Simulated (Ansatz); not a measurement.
Lattice vibrations of CaF₂ at Γ at 8 GPa

Method: DFT PBE, scalar-relativistic, plane waves, PAW (Ansatz 0.2.0). Cutoff 420 eV, 8×8×8 k-points (Γ-centred), fixed occupations. No spin polarisation. Phonons by linear response, acoustic sum rule imposed.

The cell, relaxed at 8 GPa:
```
CELL_PARAMETERS angstrom
0.00000 2.67836 2.67836
2.67836 0.00000 2.67836
2.67836 2.67836 0.00000
ATOMIC_POSITIONS crystal
Ca 0.00000 0.00000 0.00000
F 0.25000 0.25000 0.25000
F 0.75000 0.75000 0.75000
```

At this pressure the crystal is close to a known change of phase.

Optical modes at Γ (transverse, no macroscopic field); i marks an imaginary frequency:
| frequency (cm⁻¹) | degeneracy | IR intensity of the level ((D/Å)²/amu) |
| --- | --- | --- |
| 285 | 3 | 20.15 |
| 348 | 3 | 0.00 |

All 6 optical modes at Γ are real: no displacement of atoms at fixed cell lowers the energy to second order. Strains and modes at other wave vectors aren't tested by this run.

- Electronic dielectric constant ε∞ (principal values): 2.32
- Static dielectric constant ε0 (principal values): 6.9
- Refractive index √ε∞, mean: 1.52
- Kohn–Sham gap on the mesh: 7.66 eV
- Cost: 32 s on 1 thread of AMD EPYC 7R43 64-Core Processor (Zen 3), on a shared host, peak memory 0.57 GiB

Born effective charges (e):
| atom | Z*xx | Z*yy | Z*zz | mean |
| --- | --- | --- | --- | --- |
| Ca (atom 1) | 2.38 | 2.38 | 2.38 | 2.38 |
| F (atom 2) | -1.19 | -1.19 | -1.19 | -1.19 |